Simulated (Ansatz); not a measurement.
The system is CuO (Tenorite).

```
Cu O
1.0
     2.34185   -1.71130    0.00000
     2.34185    1.71130    0.00000
    -0.85003    0.00000    5.05787
Cu O
2 2
Direct
  0.50000 0.00000 0.50000
  0.00000 0.50000 0.00000
  0.41840 0.58160 0.75000
  0.58160 0.41840 0.25000
```

| Item | Value |
| --- | --- |
| Program | Ansatz 0.2.0 |
| Task | relaxation of cell and atoms |
| Functional | r2SCAN0 |
| Potentials or basis | Ansatz PAW |
| Cutoff | 500 eV (not typed: the program's choice for these potentials) |
| k mesh | 5 × 5 × 3 |
| Occupations | fermi-dirac, width 0.05 eV |
| Spin | no spin polarisation |

At the start: volume 10.13 Å³/atom.

Where does the relaxation end?

It ends after 11 steps and the volume is 10.28 Å³/atom (+1.4 %); space group C2/c (No. 15, to 0.05 Å).

Step by step:
```tsv
step	energy change (eV)	largest force (eV/Å)	volume (Å³)
1	0.0000	0.2927	40.54
2	-0.0142	0.2206	40.20
3	-0.0270	0.0406	39.89
4	-0.0291	0.0032	40.10
5	-0.0342	0.0109	40.60
6	-0.0391	0.0080	41.04
7	-0.0392	0.0007	41.06
8	-0.0391	0.0006	41.08
9	-0.0404	0.0005	41.08
10	-0.0403	0.0010	41.13
11	-0.0404	0.0010	41.13
```

Final structure:
```
Cu O
1.0
     2.23258   -1.80929    0.05737
     2.23258    1.80929    0.05737
    -0.68646    0.00000    5.07293
Cu O
2 2
Direct
  0.50000 0.00000 0.50000
  0.00000 0.50000 0.00000
  0.45918 0.54082 0.75000
  0.54082 0.45918 0.25000
```

Caveat: the k mesh is coarse (spacing up to 0.46 Å⁻¹), so the values aren't converged, least of all with exact exchange; the plane-wave basis is chosen anew once the cell has moved, so the energies of steps on either side of that aren't comparable; the run has no spin polarisation, though such a crystal can be magnetic; the PAW data sets come from PBE, with cores solved anew for the run's functional, which leaves a small shift of forces and pressure.
